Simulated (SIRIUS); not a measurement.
# BaTiO3 (Barioperovskite) under changes of volume

One of the cells (12.867 Å³/atom); the others are scaled copies at fixed shape and fractional positions:

```
CELL_PARAMETERS angstrom
3.98550 0.00000 0.00000
0.00000 2.83690 2.84515
0.00000 -2.83690 2.84515
ATOMIC_POSITIONS crystal
Ba 0.00000 0.00000 0.00000
Ti 0.50000 0.51240 0.51240
O 0.50000 0.99184 0.50524
O 0.50000 0.50524 0.99184
O 0.00000 0.48740 0.48740
```

```yaml
Program: SIRIUS 7.12.0
Functional: PBEsol
Potentials_or_basis: PseudoDojo 0.4.1 PBEsol standard (scalar relativistic)
Cutoff: 1152 eV
Density_cutoff: 4606 eV
k_mesh: 7 × 7 × 7
Occupations: fermi-dirac, width 0.05 eV
Spin: no spin polarisation
```

```csv
volume (Å³/atom),energy over the lowest point (meV/atom),pressure (GPa),gap on the mesh (eV),largest force (eV/Å)
12.095,11.98,7.9,2.06,0.232
12.353,2.73,3.6,2.02,0.214
12.610,0.00,-0.2,1.97,0.241
12.867,3.09,-3.6,1.93,0.295
13.125,11.37,-6.7,1.89,0.359
13.382,24.31,-9.4,1.85,0.425
13.639,?,?,?,?
```

Task: What does the run at 13.639 Å³/atom give?

Result: Energy over the lowest point 41.39 meV/atom; pressure -11.9 GPa; gap on the mesh 1.80 eV; largest force 0.490 eV/Å.

Worked out: A Birch-Murnaghan fit of order 3 (a polynomial in V^(-2/3)) to the other rows has its minimum at 12.60 Å³/atom with B0 = V·E''(V) = 178 GPa and B' = 4.4 at fixed shape and positions, which overstates the stiffness. It gives 41.40 meV/atom at 13.639 Å³/atom, against the run's 41.39, and -dE/dV = -11.9 GPa, against -11.9. A straight line through the other rows of the gap, of slope -2.09 eV per unit of ln V, extrapolates to 1.81 eV, against the run's 1.80.

Energies are extrapolated to zero smearing.

Caveats: this release of the barium file is off; spin-orbit coupling is left out, which moves the levels of the heavy elements; an odd mesh through Γ misses points on the zone boundary, where band edges often lie.
